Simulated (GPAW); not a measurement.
# BaZrO3 (Pm-3m) in GPAW: further runs

The runs below take BaZrO3 through band structure, equation of state, single point, with r2SCAN, TB-mBJ, LDA.

All numbers are computed with GPAW 26.7.0; they aren't measurements. Logs are shortened: lines on timing, memory, paths and dates and some standing lists are left out, and cuts for length are marked. The log counts tension as positive stress, the text compression.

### Step 1. Starting point

Symmetry: Pm-3m, No. 221, cubic system. Conventional cell: a = 4.191 Å, b = 4.191 Å, c = 4.191 Å, α = 90.00°, β = 90.00°, γ = 90.00°. Ba (site symmetry m-3m) is surrounded by 12 O at 2.96 Å. Zr (site symmetry m-3m) is surrounded by 6 O at 2.10 Å. O (site symmetry 4/mmm) is surrounded by 2 Zr at 2.10 Å.

### Step 2. Band structure, r2SCAN

Input file run.py:

```python
from ase import Atoms
from ase.dft.bandgap import bandgap
from ase.io import write
from ase.units import GPa
from gpaw import GPAW, PW

atoms = Atoms(['Ba', 'Zr', 'O', 'O', 'O'],
              cell=[[4.19134, 0.0, 0.0],
                    [0.0, 4.19134, 0.0],
                    [0.0, 0.0, 4.19134]],
              scaled_positions=[[0.0, 0.0, 0.0],
                                [0.5, 0.5, 0.5],
                                [0.5, 0.5, 0.0],
                                [0.5, 0.0, 0.5],
                                [0.0, 0.5, 0.5]],
              pbc=True)

calc = GPAW(mode=PW(800),
            xc='MGGA_X_R2SCAN+MGGA_C_R2SCAN',
            kpts={'size': (6, 6, 6), 'gamma': True},
            occupations={'name': 'fermi-dirac', 'width': 0.05},
            nbands=36,
            convergence={'density': 1e-05, 'energy': 1e-05},
            maxiter=150,
            txt='gpaw.txt')
atoms.calc = calc
energy = atoms.get_potential_energy()
forces = atoms.get_forces()
stress = atoms.get_stress()
calc.write('gs.gpw')
write('result.traj', atoms)
print(f'Energy: {energy:.6f} eV')
print('Forces (eV/A):')
print(forces.round(4))
print('Stress (GPa):', (stress / GPa).round(3))
print('Fermi level:', round(calc.get_fermi_level(), 4), 'eV')
print(f'Gap: {bandgap(calc)[0]:.4f} eV, direct: {bandgap(calc, direct=True)[0]:.4f} eV')

path = atoms.cell.bandpath('GXMGRX,MR', npoints=60, eps=1e-4)
bs_calc = calc.fixed_density(kpts=path, symmetry='off', nbands=54,
                             convergence={'bands': 'CBM+6.0', 'eigenstates': 1e-6}, txt='bands.txt')
bs = bs_calc.band_structure()
bs.write('bs.json')
print(f'Gap on the path: {bandgap(bs_calc)[0]:.4f} eV')
```

Potentials or basis: GPAW PAW data sets (gpaw-data 1.2.1), pw.

The run is started by

```
OMP_NUM_THREADS=1 python run.py
```

gpaw.txt:

```text
__  _  _
 | _ |_)|_||  |
 |__||  | ||/\| - 26.7.0

Input parameters:
  mode=PW(ecut=800.0),
  convergence={'density': 1e-05, 'energy': 1e-05},
  kpts=MonkhorstPack(size=(6, 6, 6), gamma=True),
  maxiter=150,
  nbands=36,
  occupations=Occupations(name='fermi-dirac', width=0.05),
  xc=XC(name='MGGA_X_R2SCAN+MGGA_C_R2SCAN')

Diagonalizing LCAO Hamiltonian
Converting LCAO to pw mode
    .---------.
   /|         |
  / |         |
 *  |         |
 | O|  Zr     |
 |  .---------.
 | /  OO     /
 |/         /
 Ba--------*

Atoms  # Å, Bohr magnetons
|   | symbol |        x |        y |        z |    initial magnetic moments |
|---|--------|----------|----------|----------|-----------------------------|
| 0 |     Ba | 0.000000 | 0.000000 | 0.000000 | ( 0.0000,  0.0000,  0.0000) |
| 1 |     Zr | 2.095670 | 2.095670 | 2.095670 | ( 0.0000,  0.0000,  0.0000) |
| 2 |      O | 2.095670 | 2.095670 | 0.000000 | ( 0.0000,  0.0000,  0.0000) |
| 3 |      O | 2.095670 | 0.000000 | 2.095670 | ( 0.0000,  0.0000,  0.0000) |
| 4 |      O | 0.000000 | 2.095670 | 2.095670 | ( 0.0000,  0.0000,  0.0000) |

Unit cell  # Å
| periodic |        x |        y |        z |  lengths |    angles |
|----------|----------|----------|----------|----------|-----------|
|      yes | 4.191340 | 0.000000 | 0.000000 | 4.191340 | 90.000000 |
|      yes | 0.000000 | 4.191340 | 0.000000 | 4.191340 | 90.000000 |
|      yes | 0.000000 | 0.000000 | 4.191340 | 4.191340 | 90.000000 |

Number of symmetries: 48
Symmetry operations  # r_c * U_cc + t_c -> r_c
|    | kind |            matrix            |
|----|------|------------------------------|
|  0 |  E   |  1, 0, 0,  0, 1, 0,  0, 0, 1 |
|  1 |  σ   |  1, 0, 0,  0, 1, 0,  0, 0,-1 |
|  2 |  σ   |  1, 0, 0,  0, 0, 1,  0, 1, 0 |
|  3 |  C4  |  1, 0, 0,  0, 0, 1,  0,-1, 0 |
|  4 |  C4  |  1, 0, 0,  0, 0,-1,  0, 1, 0 |
|  5 |  σ   |  1, 0, 0,  0, 0,-1,  0,-1, 0 |
|  6 |  σ   |  1, 0, 0,  0,-1, 0,  0, 0, 1 |
|  7 |  C2  |  1, 0, 0,  0,-1, 0,  0, 0,-1 |
|  8 |  σ   |  0, 1, 0,  1, 0, 0,  0, 0, 1 |
|  9 |  C2  |  0, 1, 0,  1, 0, 0,  0, 0,-1 |
| 10 |  C3  |  0, 1, 0,  0, 0, 1,  1, 0, 0 |
| 11 |  S6  |  0, 1, 0,  0, 0, 1, -1, 0, 0 |
| 12 |  S6  |  0, 1, 0,  0, 0,-1,  1, 0, 0 |
| 13 |  C3  |  0, 1, 0,  0, 0,-1, -1, 0, 0 |
| 14 |  C4  |  0, 1, 0, -1, 0, 0,  0, 0, 1 |
| 15 |  S4  |  0, 1, 0, -1, 0, 0,  0, 0,-1 |
| 16 |  C3  |  0, 0, 1,  1, 0, 0,  0, 1, 0 |
| 17 |  S6  |  0, 0, 1,  1, 0, 0,  0,-1, 0 |
| 18 |  σ   |  0, 0, 1,  0, 1, 0,  1, 0, 0 |
| 19 |  C4  |  0, 0, 1,  0, 1, 0, -1, 0, 0 |
| 20 |  C2  |  0, 0, 1,  0,-1, 0,  1, 0, 0 |
| 21 |  S4  |  0, 0, 1,  0,-1, 0, -1, 0, 0 |
| 22 |  S6  |  0, 0, 1, -1, 0, 0,  0, 1, 0 |
| 23 |  C3  |  0, 0, 1, -1, 0, 0,  0,-1, 0 |
| 24 |  S6  |  0, 0,-1,  1, 0, 0,  0, 1, 0 |
| 25 |  C3  |  0, 0,-1,  1, 0, 0,  0,-1, 0 |
| 26 |  C4  |  0, 0,-1,  0, 1, 0,  1, 0, 0 |
| 27 |  σ   |  0, 0,-1,  0, 1, 0, -1, 0, 0 |
| 28 |  S4  |  0, 0,-1,  0,-1, 0,  1, 0, 0 |
| 29 |  C2  |  0, 0,-1,  0,-1, 0, -1, 0, 0 |
| 30 |  C3  |  0, 0,-1, -1, 0, 0,  0, 1, 0 |
| 31 |  S6  |  0, 0,-1, -1, 0, 0,  0,-1, 0 |
| 32 |  C4  |  0,-1, 0,  1, 0, 0,  0, 0, 1 |
| 33 |  S4  |  0,-1, 0,  1, 0, 0,  0, 0,-1 |
| 34 |  S6  |  0,-1, 0,  0, 0, 1,  1, 0, 0 |
| 35 |  C3  |  0,-1, 0,  0, 0, 1, -1, 0, 0 |
| 36 |  C3  |  0,-1, 0,  0, 0,-1,  1, 0, 0 |
| 37 |  S6  |  0,-1, 0,  0, 0,-1, -1, 0, 0 |
| 38 |  σ   |  0,-1, 0, -1, 0, 0,  0, 0, 1 |
| 39 |  C2  |  0,-1, 0, -1, 0, 0,  0, 0,-1 |
| 40 |  σ   | -1, 0, 0,  0, 1, 0,  0, 0, 1 |
| 41 |  C2  | -1, 0, 0,  0, 1, 0,  0, 0,-1 |
| 42 |  C2  | -1, 0, 0,  0, 0, 1,  0, 1, 0 |
| 43 |  S4  | -1, 0, 0,  0, 0, 1,  0,-1, 0 |
[... 103 lines left out ...]
    name:    Oxygen
    Z:       8.0
    valence: 6
    core:    2
    charge:  0.0  # [|e|]
    compensation charges:
      type: gauss
      rc: 0.21  # [Å]
      lmax: 2
    cutoffs:
      filter: 1.17  # [Å]
      core: 0.83  # [Å]
    projectors
    | kind |    occ | energy [eV] | rcut [Å] |
    |------|--------|-------------|----------|
    |   2s |  2.000 |     -23.961 |    0.688 |
    |   2p |  4.000 |      -9.029 |    0.598 |
    |    s |        |       3.251 |    0.688 |
    |    p |        |      18.182 |    0.598 |
    |    d |        |       0.000 |    0.619 |

    Using partial waves for O as LCAO basis

Reference energy: -325293.970650  # eV

eigensolver:
  PPCG
  Converge bands: occupied
  niter=2

density mixing:
  MSR1-Mixer
  Pratt-step length: 0.05
  Maximum mixing coefficient: 0.75
  Old densities: 10
  SVD Regularization: 0.005
  Good broyden scale: 1.0
  Trust region scale: 1.0
  Backstep threshold: 4.0
  History deletion threshold: 6.0
  Fourier metric: weight=20.0, sigma=0.015

occupation numbers:
  Fermi-Dirac:
    width: 0.0500  # eV

poisson solver:
  ecut: 6400.0  # eV

xc functional:
  name: MGGA_X_R2SCAN+MGGA_C_R2SCAN with 2 nearest neighbor stencil

convergence criteria:
[... 6 lines left out ...]
|iter     | |      energy | eigst |  dens |
|---------|-|-------------|-------|-------|
|iter:   1| |  -92.497237 | +0.31 |       |
|iter:   2| |  -75.696900 | -1.22 | -0.87 |
|iter:   3| |  -73.489575 | -0.33 | -0.91 |
|iter:   4| |  -72.409859 | -1.06 | -1.18 |
|iter:   5| |  -72.405641 | -2.50 | -1.68 |
|iter:   6| |  -72.406992 | -3.68 | -2.36 |
|iter:   7| |  -72.407292 | -4.48 | -2.79 |
|iter:   8| |  -72.407301c| -5.77 | -3.57 |
|iter:   9| |  -72.407302c| -6.79 | -4.13 |
|iter:  10| |  -72.407302c| -7.88c| -4.99 |
|iter:  11| |  -72.407302c| -8.28c| -5.63c|

Converged in 11 steps
Energy contributions relative to reference atoms: (reference = -325293.970650)

Energy contributions:
  Kinetic:          26.158092
  Coulomb:         -27.944082
  Zero:              0.038898
  External:          0.000000
  Xc:              -70.660210
  Entropy:          -0.000000
  Spinorbit:         0.000000
  ----------------------------
  Free energy:     -72.407302
  Extrapolated:    -72.407302

dipole moment: (-37.043377, -37.043377, -37.043377)  # |e|*Ang

Fermi level: 9.014
Eigenvalues  # (at kpt = [0.000, 0.000, 0.000])
| band index |      eig [eV] | occ [0-2] |
|------------|---------------|-----------|
|          0 |       -41.578 |     2.000 |
|        ... |               |           |
|         12 |         5.440 |     2.000 |
|         13 |         5.440 |     2.000 |
|         14 |         5.896 |     2.000 |
|         15 |         5.896 |     2.000 |
|         16 |         5.896 |     2.000 |
|         17 |         6.676 |     2.000 |
[... 8 lines left out ...]
|         26 |        14.835 |     0.000 |
|         27 |        14.835 |     0.000 |
|        ... |               |           |
|         35 |        25.421 |     0.000 |

Gap: 3.735 eV
Transition (v -> c):
  (s=0, k=19, n=19, [0.50, 0.50, 0.50]) -> (s=0, k=0, n=20, [0.00, 0.00, 0.00])
Direct/indirect transitions are different
Direct gap: 3.969 eV
Transition at: (s=0, k=0, n=19, [0.00, 0.00, 0.00])

Forces  # eV/Ang
|        x |        y |        z |
|----------|----------|----------|
|  0.00000 |  0.00000 |  0.00000 |  # Ba   0
|  0.00000 |  0.00000 |  0.00000 |  # Zr   1
| -0.00000 |  0.00000 | -0.00000 |  # O    2
| -0.00000 | -0.00000 |  0.00000 |  # O    3
| -0.00000 |  0.00000 |  0.00000 |  # O    4

Stress tensor  # eV/Ang^3
|         x |         y |         z |
|-----------|-----------|-----------|
| -0.008815 | -0.000000 |  0.000000 |
| -0.000000 | -0.008815 |  0.000000 |
|  0.000000 |  0.000000 | -0.008815 |

# Writing to gs.gpw (mode='')
```

Run time: 6.5 min. Hardware: 1 thread of Arm Neoverse V2, shared host; peak memory 0.76 GiB.

Results:

* Free energy: -72.4073 eV
* Pressure: 1.4 GPa
* Band gap on the k mesh: 3.73 eV, indirect (least direct gap 3.97 eV)
* Band gap along the path: 3.73 eV, indirect (least direct gap 3.97 eV)

Levels at the corners of the path, in eV from the valence-band top:
```tsv
point	band 16	band 17	band 18	band 19	band 20	band 21	band 22	band 23	band 24	band 25
Γ	-1.01	-1.01	-0.23	-0.23	-0.23	3.73	3.73	3.73	5.20	5.20
X	-1.72	-1.72	-1.67	-0.47	-0.47	4.16	6.25	6.25	6.99	7.33
M	-2.37	-0.94	-0.94	-0.81	-0.07	6.22	6.22	7.02	7.16	8.31
Γ	-1.01	-1.01	-0.23	-0.23	-0.23	3.73	3.73	3.73	5.20	5.20
R	-2.54	-2.54	0.00	0.00	0.00	6.65	6.65	6.65	7.57	7.57
X	-1.72	-1.72	-1.67	-0.47	-0.47	4.16	6.25	6.25	6.99	7.33
M	-2.37	-0.94	-0.94	-0.81	-0.07	6.22	6.22	7.02	7.16	8.31
R	-2.54	-2.54	0.00	0.00	0.00	6.65	6.65	6.65	7.57	7.57
```

Caveat: the PAW data sets were made with another functional, which shifts forces and pressure a little; spin-orbit coupling is left out, which moves the levels of the heavy elements.

(Continued in part 2 of 3.)
